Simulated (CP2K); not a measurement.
Hf:

```
CELL_PARAMETERS angstrom
3.19670 0.00000 0.00000
-1.59835 2.76842 0.00000
0.00000 0.00000 5.05780
ATOMIC_POSITIONS crystal
Hf 0.66667 0.33333 0.75000
Hf 0.33333 0.66667 0.25000
```

Base run:

```yaml
Program: CP2K 2026.2
Functional: r2SCAN
Potentials_or_basis: POTENTIAL_UZH Hf GTH-PBE-q12; TZVP-MOLOPT-PBE-GTH basis
Density_cutoff: 9184 eV
k_mesh: 10 × 10 × 5
Occupations: fermi-dirac, width 0.05 eV
Spin: no spin polarisation
```

Its results: band gap on the k mesh none (metal or under the smearing width); pressure 2.1 GPa.

Question: The run is repeated on the same cell with these changes: functional from r2SCAN to PBEsol. What comes out?

Answer: Band gap on the k mesh none (metal or under the smearing width); pressure -2.9 GPa.

Caveats: the potentials were made for another functional, which shifts forces and pressure; the basis of atomic orbitals isn't converged, which shifts pressures, moduli and gaps.
